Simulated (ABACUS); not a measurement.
# Sn in ABACUS: convergence with pw diag thr

Input of the first run (pw diag thr 0.1 Ry); the others differ in this setting and in those tied to it:

File INPUT:

```
INPUT_PARAMETERS
suffix              Sn
calculation         scf
basis_type          pw
pseudo_dir          ./
symmetry            1
dft_functional      MGGA_X_R2SCAN+MGGA_C_R2SCAN
ecutwfc             84
pseudo_rcut         7
nspin               1
nbands              18
ks_solver           dav
smearing_method     mv
smearing_sigma      0.00734986
scf_thr             1e-08
scf_nmax            100
mixing_type         broyden
mixing_beta         0.7
cal_force           1
cal_stress          1
mixing_tau          1
pw_diag_thr         0.1
kpar                4
```

The input STRU:

```
ATOMIC_SPECIES
Sn 118.7100 Sn_ONCV_PBE-1.2.upf

LATTICE_CONSTANT
1.8897261246

LATTICE_VECTORS
0.0000000000 3.2333428000 3.2333428000
3.2333428000 0.0000000000 3.2333428000
3.2333428000 3.2333428000 0.0000000000

ATOMIC_POSITIONS
Direct

Sn
0.0
2
0.7500000000 0.7500000000 0.7500000000 1 1 1
0.5000000000 0.5000000000 0.5000000000 1 1 1
```

The input KPT:

```
K_POINTS
0
Gamma
4 4 4 0 0 0
```

Potentials or basis: SG15 ONCV 1.2 PBE, plane waves.

The run is started by

```console
$ OMP_NUM_THREADS=1 mpirun -np 4 abacus > log
```

This isn't the form of Sn at room conditions, which is tetragonal (white tin).

Hardware: 4 MPI ranks on Intel(R) Xeon(R) Platinum 8488C (Sapphire Rapids), with other jobs on the host.

```csv
pw diag thr,"energy less the tightest run, at zero smearing (meV/atom)",SCF cycles,CPU time (s)
0.1 Ry,0.00,7,87
0.01 Ry,0.00,7,89
0.001 Ry,0.00,7,82
0.0001 Ry,0.00,7,82
1e-06 Ry,0.00,7,120
```

Against the tightest run, the energy stays within 1 meV/atom from 0.1 Ry on. The tightest run that finished is the yardstick and may itself not be fully converged.

Caveat, for the tightest run too: the k mesh is coarse (spacing up to 0.42 Å⁻¹), so the values aren't converged.
